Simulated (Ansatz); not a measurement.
## WS2 (P-3m1), comparing deformations

Computed with DFT r2SCAN, scalar-relativistic, plane waves, PAW (Ansatz). Settings: plane waves to 500 eV, k-mesh 12×12×2 (Γ-centred), Gaussian smearing 0.05 eV. Spin–orbit coupling is left out, which can shift energies with elements as heavy as these. No spin polarisation. Energies are free energies at this smearing, counted from the undisturbed cell; pressure is positive in compression.

Zero of the scan (relaxed at this level; this form isn't the usual structure):

```
W S
1.0
     3.18141    0.00000    0.00000
    -1.59071    2.75518    0.00000
     0.00000    0.00000   23.68815
W S
2 4
Direct
  0.33333 0.66667 0.63794
  0.66667 0.33333 0.36206
  0.33333 0.66667 0.29624
  0.66667 0.33333 0.57210
  0.33333 0.66667 0.42790
  0.66667 0.33333 0.70376
```

The cell holds layers and no dispersion correction was added, so their binding is poorly described.

The cell is strained by ε times a Voigt pattern (xx, yy, zz, yz, xz, xy; engineering shear) with fractional coordinates fixed. τ = (1/V0) dE/dε comes from the stress tensor. Of each scan, only the three points used here are listed.

| pattern | ε | τ (GPa) |
| --- | --- | --- |
| (0, 0, 1, 0, 0, 0) | -0.0050 | -0.80 |
| (0, 0, 1, 0, 0, 0) | 0.0000 | 0.00 |
| (0, 0, 1, 0, 0, 0) | 0.0050 | 0.79 |
| (1, 0, 0, 0, 0, 0) | -0.0300 | -5.16 |
| (1, 0, 0, 0, 0, 0) | 0.0000 | 0.00 |
| (1, 0, 0, 0, 0, 0) | 0.0150 | 2.18 |

Q: Which constants do the scans give, and which deformation costs least for the same size of strain tensor?

A: The slope dτ/dε at zero (parabola through three points) is pᵀCp: (0, 0, 1, 0, 0, 0) gives C33 = 159 GPa; (1, 0, 0, 0, 0, 0) gives C11 = 154 GPa. The size of the strain tensor, ε:ε, is ε² times 1.0, 1.0. Per unit of it the stiffnesses are 159, 154 GPa, so (1, 0, 0, 0, 0, 0) is the softest of these: at ε:ε = (1 %)² the quadratic term costs 1.66 meV/atom against 1.71 for the stiffest. These are clamped-ion values.

Forces appear on the atoms along this scan, and letting them relax would lower the energy and soften the response.

Cost: 14 runs of about 8.9 core-minutes in all, on Intel Xeon Processor @ 2.70GHz (shared hosts).